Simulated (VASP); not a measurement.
# Mg in VASP: relaxation of the atoms with PBE+D3(BJ)

Aim: the relaxation of the atoms of Mg with PBE+D3(BJ).

All numbers are computed with VASP 6.6.1; they aren't measurements. Logs are shortened: lines on timing, memory, paths and dates and some standing lists are left out, and cuts for length are marked.

### 1 Starting point

The cell holds a slab with vacuum, 3 atoms: a = 3.134 Å, b = 3.134 Å, c = 21.986 Å, α = 90.00°, β = 90.00°, γ = 120.00°.

The cell was built by a generator and needn't be a form met in nature.

### 2 Relaxation of the atoms, PBE+D3(BJ)

Input file INCAR:

```
ALGO     = Fast           # electronic algorithm
DIPOL    = 0.5 0.5 0.500
EDIFF    = 1E-7           # SCF threshold, eV
EDIFFG   = -0.02          # ionic threshold
ENCUT    = 520            # plane-wave cutoff, eV
GGA      = PE             # functional
IBRION   = 2              # ionic algorithm
IDIPOL   = 3            
ISIF     = 2              # what is computed and relaxed
ISMEAR   = 1              # smearing method
IVDW     = 12             # dispersion correction
KPAR     = 2            
LASPH    = True           # aspherical terms in the spheres
LCHARG   = False          # write CHGCAR
LDIPOL   = True         
LREAL    = False          # projectors in reciprocal space
LWAVE    = False          # write WAVECAR
NELM     = 120            # most SCF steps
NSW      = 90             # ionic steps
PREC     = Accurate       # precision mode
SIGMA    = 0.1            # smearing width, eV
```

Input file KPOINTS:

```
k-points
0
Gamma
  12 12 1
```

Input file POSCAR:

```
Mg
1.0
    3.1343704200      0.0000000000      0.0000000000
   -1.5671852100      2.7144444300      0.0000000000
    0.0000000000      0.0000000000     21.9859595600
Mg
3
Selective dynamics
Direct
    0.6666670000      0.3333330000      0.3843361900  F F F
    0.3333330000      0.6666670000      0.5000000000  T T T
    0.6666670000      0.3333330000      0.6156638100  T T T
```

Potentials or basis: VASP PAW PBE potentials, release 64 (Mg).

Run with:

```bash
cat potpaw_PBE.64/Mg/POTCAR > POTCAR
mpirun -np 2 vasp_std > vasp.out
```

OUTCAR:

```text
EDIFF = 1E-7
   EDIFFG = -0.02
   ENCUT = 520
   GGA = PE
   IBRION = 2
   ISIF = 2
   ISMEAR = 1
   IVDW = 12
   LASPH = True
   LREAL = False
   NELM = 120
   NSW = 90
   PREC = Accurate
 IVDW          = 12

 ion  position               nearest neighbor table
   1  0.667  0.333  0.384-   2 3.12   2 3.12   2 3.12
   2  0.333  0.667  0.500-   1 3.12   3 3.12   1 3.12   3 3.12   1 3.12   3 3.12
   3  0.667  0.333  0.616-   2 3.12   2 3.12   2 3.12

  LATTYP: Found a hexagonal cell.
 ALAT       =     3.1343704200
 C/A-ratio  =     7.0144739179

  Lattice vectors:

 A1 = (   3.1343704200,   0.0000000000,   0.0000000000)
 A2 = (  -1.5671852100,   2.7144444300,   0.0000000000)
 A3 = (   0.0000000000,   0.0000000000,  21.9859595600)

Analysis of symmetry for initial positions (statically):
=====================================================================
 Subroutine PRICEL returns:
 Original cell was already a primitive cell.

 Routine SETGRP: Setting up the symmetry group for a
 hexagonal supercell.

 Subroutine GETGRP returns: Found 12 space group operations
 (whereof 12 operations were pure point group operations)
 out of a pool of 24 trial point group operations.

The static configuration has the point symmetry D_3h.

Analysis of symmetry for dynamics (positions and initial velocities):
=====================================================================
 Subroutine PRICEL returns:
 Original cell was already a primitive cell.

 Routine SETGRP: Setting up the symmetry group for a
 hexagonal supercell.

 Subroutine GETGRP returns: Found 12 space group operations
 (whereof 12 operations were pure point group operations)
 out of a pool of 24 trial point group operations.

The dynamic configuration has the point symmetry D_3h.

Analysis of constrained symmetry for selective dynamics:
=====================================================================
 Subroutine PRICEL returns:
 Original cell was already a primitive cell.

 Routine SETGRP: Setting up the symmetry group for a
 hexagonal supercell.

 Subroutine GETGRP returns: Found  6 space group operations
 (whereof  6 operations were pure point group operations)
 out of a pool of 24 trial point group operations.

The constrained configuration has the point symmetry C_3v.

 Subroutine INISYM returns: Found  6 space group operations
 (whereof  6 operations are pure point group operations),
 and found     1 'primitive' translations

----------------------------------------------------------------------------------------

                                     Primitive cell

  volume of cell :     187.0582

  direct lattice vectors                    reciprocal lattice vectors
     3.134370420  0.000000000  0.000000000     0.319043338  0.184199755  0.000000000
    -1.567185210  2.714444430  0.000000000     0.000000000  0.368399511  0.000000000
     0.000000000  0.000000000 21.985959560     0.000000000  0.000000000  0.045483573

  length of vectors
     3.134370420  3.134370439 21.985959560     0.368399513  0.368399511  0.045483573

  position of ions in fractional coordinates (direct lattice)
     0.666667000  0.333333000  0.384336190
     0.333333000  0.666667000  0.500000000
     0.666667000  0.333333000  0.615663810

  ion indices of the primitive-cell ions
   primitive index   ion index
                 1           1
                 2           2
                 3           3

----------------------------------------------------------------------------------------

 KPOINTS: k-points

Automatic generation of k-mesh.
 Grid dimensions read from file:
 generate k-points for:   12   12    1

 Generating k-lattice:

  Cartesian coordinates                     Fractional coordinates (reciprocal lattice)
     0.026586945  0.015349980  0.000000000     0.083333333  0.000000000  0.000000000
     0.000000000  0.030699959  0.000000000     0.000000000  0.083333333  0.000000000
     0.000000000  0.000000000  0.045483573     0.000000000  0.000000000  1.000000000

  Length of vectors
     0.030699959  0.030699959  0.045483573

  Shift w.r.t. Gamma in fractional coordinates (k-lattice)
     0.000000000  0.000000000  0.000000000

 Subroutine IBZKPT returns following result:
 ===========================================

 Found     19 irreducible k-points:

 Following reciprocal coordinates:
            Coordinates               Weight
  0.000000  0.000000  0.000000      1.000000
  0.083333  0.000000  0.000000      6.000000
  0.166667 -0.000000  0.000000      6.000000
  0.250000  0.000000  0.000000      6.000000
  0.333333  0.000000  0.000000      6.000000
  0.416667 -0.000000  0.000000      6.000000
[... 11 lines left out ...]
  0.333333  0.250000  0.000000     12.000000
  0.333333  0.333333  0.000000      2.000000
   k-points           NKPTS =     19   k-points in BZ     NKDIM =     19   number of bands    NBANDS=      7
   number of dos      NEDOS =    301   number of ions     NIONS =      3
   total plane-waves  NPLWV =  96768
   dimension x,y,z NGX =    24 NGY =   24 NGZ =  168
   dimension x,y,z NGXF=    48 NGYF=   48 NGZF=  336
   ions per type =               3
   NGX,Y,Z   is equivalent  to a cutoff of  12.73, 12.73, 12.70 a.u.
   NGXF,Y,Z  is equivalent  to a cutoff of  25.46, 25.46, 25.41 a.u.
 SYSTEM =  unknown system
   PREC   = accura    normal or accurate (medium, high low for compatibility)
   ISTART =      0    job   : 0-new  1-cont  2-samecut
   ICHARG =      2    charge: 1-file 2-atom 10-const
   ISPIN  =      1    spin polarized calculation?
   LNONCOLLINEAR =      F non collinear calculations
   LSORBIT =      F    spin-orbit coupling
   LASPH  =      T    aspherical Exc in radial PAW
   ENCUT  =  520.0 eV  38.22 Ry    6.18 a.u.   5.83  5.83 40.88*2*pi/ulx,y,z
   NELM   =    120;   NELMIN=  2; NELMDL= -5     # of ELM steps
   EDIFF  = 0.1E-06   stopping-criterion for ELM
   LREAL  =      F    real-space projection
   EDIFFG = -.2E-01   stopping-criterion for IOM
   NSW    =     90    number of steps for IOM
   IBRION =      2    ionic relax: 0-MD 1-quasi-New 2-CG
   NFREE  =      1    steps in history (QN), initial steepest desc. (CG)
   ISIF   =      2    stress and relaxation
   ISYM   =      2    0-nonsym 1-usesym 2-fastsym
   POTIM  = 0.5000    time-step for ionic-motion
   TEBEG  =    0.0;   TEEND  =   0.0 temperature during run
   PSTRESS=    0.0 pullay stress
   NELECT =       6.0000    total number of electrons
   NUPDOWN=      -1.0000    fix difference up-down
   EMIN   =  10.00;   EMAX   =-10.00  energy-range for DOS
   EFERMI =   0.00;   METHOD = LEGACY
   ISMEAR =     1;   SIGMA  =   0.10  broadening in eV -4-tet -1-fermi 0-gaus
   EFERMI_NEDOS =   21; number of points for ismear=-14 and -15
   IALGO  =     68    algorithm
   IMIX   =      4    mixing-type and parameters
     AMIX     =   0.40;   BMIX     =  1.00
     AMIX_MAG =   1.60;   BMIX_MAG =  1.00
  volume/ion in A,a.u.               =      62.35       420.78
  Fermi-wavevector in a.u.,A,eV,Ry     =   0.520155  0.982951  3.681213  0.270562
  Thomas-Fermi vector in A             =   1.537873
   LORBIT       =      0    0 simple, 1 ext, 2 COOP (PROOUT), +10 PAW based schemes
   GGA     = PE    functional components
   LHFCALC =     F    Hartree Fock is set to
   AEXX    =    0.0000 exact exchange contribution
   IVDW    =    12    specifies the selected vdW correction
   LEPSILON=     F    determine dielectric tensor
   LRPA    =     F    only Hartree local field effects (RPA)
 conjugate gradient relaxation of ions
 non-spin polarized calculation
 RMM-DIIS sequential band-by-band and
 Methfessel and Paxton  Order N= 1 SIGMA  =   0.10
  energy-cutoff  :      520.00
  volume of cell :      187.06
 maximum number of plane-waves:      5068
 NGX is ok and might be reduce to    24
   NGX = 11   NGY = 11   NGZ = 81

--------------------------------------- Ionic step        1  -------------------------------------------

 number of electron       6.0000000 magnetization

 Free energy of the ion-electron system (eV)
  ---------------------------------------------------
  ext. energy  EPLUGINS =         0.00000000
  ---------------------------------------------------
  free energy    TOTEN  =        -3.88192364 eV

  energy without entropy =       -3.87784249  energy(sigma->0) =       -3.88056325

------------------------ aborting loop because EDIFF is reached ----------------------------------------

 Edisp (eV)   -0.64016

 E8    (eV) :    -0.2926

  FORCE on cell =-STRESS in cart. coord.  units (eV):
  Direction    XX          YY          ZZ          XY          YZ          ZX
  --------------------------------------------------------------------------------------
  -------------------------------------------------------------------------------------
  Total      -0.62405    -0.62405     0.45041     0.00000     0.00000     0.00000
  in kB      -5.34506    -5.34506     3.85782     0.00000     0.00000     0.00000
  external pressure =       -2.28 kB  Pullay stress =        0.00 kB
[... 100 lines left out ...]
  FREE ENERGIE OF THE ION-ELECTRON SYSTEM (eV)
  ---------------------------------------------------
  free  energy   TOTEN  =        -4.5234549429 eV

  energy  without entropy=       -4.5191339560  energy(sigma->0) =       -4.52201461

[... ionic steps 4 to 8 ...]

--------------------------------------- Ionic step        9  -------------------------------------------

 number of electron       6.0000000 magnetization

------------------------ aborting loop because EDIFF is reached ----------------------------------------

 Edisp (eV)   -0.62387

 E8    (eV) :    -0.2849
[... 67 lines left out ...]
  FREE ENERGIE OF THE ION-ELECTRON SYSTEM (eV)
  ---------------------------------------------------
  free  energy   TOTEN  =        -4.5326807104 eV

  energy  without entropy=       -4.5341191953  energy(sigma->0) =       -4.53316021

 dipolmoment           0.000000      0.000000      0.000204 electrons x Angstroem

--------------------------------------- Ionic step       11  -------------------------------------------

 number of electron       6.0000000 magnetization

 dipolmoment           0.000000      0.000000     -0.000066 electrons x Angstroem

 Free energy of the ion-electron system (eV)
  ---------------------------------------------------
  ext. energy  EPLUGINS =         0.00000000
  ---------------------------------------------------
  free energy    TOTEN  =        -3.90757943 eV

  energy without entropy =       -3.90851359  energy(sigma->0) =       -3.90789082

 E-fermi :  -1.4195     XC(G=0):  -3.8559

 val. band max:       -1.4931745650   @ k =   0.1667   0.0833   0.0000
 cond. band min:      -1.3927467944   @ k =   0.5000   0.0000   0.0000
 fundamental gap:      0.1004277706
 Fermi energy:        -1.4195417481

 k-point     1 :       0.0000    0.0000    0.0000
  band No.  band energies     occupation
      1      -7.9848      2.00000
      2      -6.7061      2.00000
      3      -4.6984      2.00000
      4      -2.4234      2.00000
      5       0.1372     -0.00000
      6       1.7786      0.00000
      7       2.3285      0.00000
[... 171 lines left out ...]
 k-point    19 :       0.3333    0.3333    0.0000
  band No.  band energies     occupation
      1      -1.5422      2.07092
      2      -1.5339      2.06864
      3      -1.3024     -0.06998
      4      -0.6678     -0.00000
      5      -0.3975     -0.00000
      6       0.7526      0.00000
      7       1.3733      0.00000

------------------------ aborting loop because EDIFF is reached ----------------------------------------

 vacuum level on the upper side and lower side of the slab       (xc-potential included)        -0.009        -0.007

 Edisp (eV)   -0.62552

 E8    (eV) :    -0.2856

  FORCE on cell =-STRESS in cart. coord.  units (eV):
  Direction    XX          YY          ZZ          XY          YZ          ZX
  --------------------------------------------------------------------------------------
  -------------------------------------------------------------------------------------
  Total      -1.12789    -1.12789     0.04382    -0.00000     0.00000     0.00000
  in kB      -9.66052    -9.66052     0.37536    -0.00000     0.00000     0.00000
  external pressure =       -6.32 kB  Pullay stress =        0.00 kB
[... 18 lines left out ...]
  FREE ENERGIE OF THE ION-ELECTRON SYSTEM (eV)
  ---------------------------------------------------
  free  energy   TOTEN  =        -4.5330962633 eV

  energy  without entropy=       -4.5340304325  energy(sigma->0) =       -4.53340765

 reached required accuracy - stopping structural energy minimisation

 vacuum level on the upper side and lower side of the slab         2.440         2.442
```

It took 90 s on 2 MPI ranks of Intel Xeon 6975P-C (Granite Rapids), shared host; peak memory 0.31 GiB.

Results:

```yaml
Free_energy: -4.5331 eV
Energy_gained_by_relaxing: 3.7 meV/atom
Ionic_steps: 11
Band_gap_on_the_k_mesh: none (metal or under the smearing width)
Dispersion_energy_per_atom: -0.209 eV
```

The path:
```tsv
step	energy change (eV)	largest force (eV/Å)	pressure (GPa)
1	0.0000	0.0895	-0.23
2	-0.0004	0.0914	-0.24
3	-0.0014	0.0977	-0.26
4	-0.0028	0.1102	-0.32
5	-0.0035	0.1469	-0.42
6	-0.0040	0.1443	-0.43
7	-0.0053	0.1368	-0.47
8	-0.0074	0.1220	-0.54
9	-0.0095	0.0931	-0.67
10	-0.0106	0.0523	-0.65
11	-0.0110	0.0120	-0.63
```

Final structure:
```
Mg
1.0
     3.13437    0.00000    0.00000
    -1.56719    2.71444    0.00000
     0.00000    0.00000   21.98596
Mg
3
Direct
  0.66667 0.33333 0.38434
  0.33333 0.66667 0.50457
  0.66667 0.33333 0.62498
```
